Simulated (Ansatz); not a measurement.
MgSe: relaxation of cell and atoms

Level of theory: Ansatz 0.2.0, DFT, PBEsol, PAW with Ansatz's default frozen-core files, scalar-relativistic.

Command: `ansatz run input.yaml --threads 1 --pin off --max-ram 2048MiB --backend cpu --events-out ev --progress --plain --runs-dir out` The run took 7.4 s on 1 thread of Arm Neoverse V1, on a shared host.

```yaml
crystal:
  lattice:
    - [0.0, 2.7963236656, 2.7963236656]
    - [2.7963236656, 0.0, 2.7963236656]
    - [2.7963236656, 2.7963236656, 0.0]
  atoms:
    - { symbol: Mg, position: [0.0, 0.0, 0.0] }
    - { symbol: Se, position: [0.5, 0.5, 0.5] }
kpoints:
  mp_grid: { grid: [8, 8, 8] }
scf:
  occupations: { method: fermi_dirac, width: 0.02 }
hamiltonian:
  xc: pbesol
  pseudopotentials: { kind: paw }
output:
  forces: true
  stress: true
  efg: { contact_densities: true }
relax:
  f_tol: 0.005
  max_steps: 80
  cell: {}
```

The cell comes from COD entry 9008673, which wasn't checked; take it as a given geometry. It is an old determination, and later ones may differ. The listed cell was then made from it by scaling, straining or moving an atom.

The cutoff is 420 eV; energies and pressures of the walk include the program's estimate of the Pulay term. The PAW files were made with PBE; their cores are remade for this functional.

Each frame lists the cell vectors (Å), then Cartesian positions (Å); symmetry keeps all forces zero. Free energies count from the first step, -7338.7371 eV.

The walk took 5 evaluations in all; steps that aren't listed are left out.

Step 1: E = 0.0 meV, P = -4.29 GPa

```
cell 0.0000 2.7963 2.7963 2.7963 0.0000 2.7963 2.7963 2.7963 0.0000
Mg    0.0000    0.0000    0.0000
Se    2.7963    2.7963    2.7963
```

Step 2:

```
cell 0.0000 2.6961 2.6961 2.6961 0.0000 2.6961 2.6961 2.6961 0.0000
Mg    0.0000    0.0000    0.0000
Se    2.6961    2.6961    2.6961
```

Step 3: E = -46.8 meV, P = -0.26 GPa

```
cell 0.0000 2.7285 2.7285 2.7285 0.0000 2.7285 2.7285 2.7285 0.0000
Mg    0.0000    0.0000    0.0000
Se    2.7285    2.7285    2.7285
```

Give the energy, pressure of step 2.

E = -38.6 meV, P = 2.20 GPa
```
Mg    0.0000    0.0000    0.0000
Se    2.6961    2.6961    2.6961
```

How does the relaxation end?

It converges, with a = 5.450 Å, b = 5.450 Å, c = 5.450 Å, α = 90.00°, β = 90.00°, γ = 90.00° (conventional cell, space group Fm-3m). The last solve (on a basis chosen afresh for the final cell, so its energy is not quite comparable) gives E = -46.7 meV, P = -0.01 GPa:
```
cell 0.0000 2.7250 2.7250 2.7250 0.0000 2.7250 2.7250 2.7250 0.0000
Mg    0.0000    0.0000    0.0000
Se    2.7250    2.7250    2.7250
```
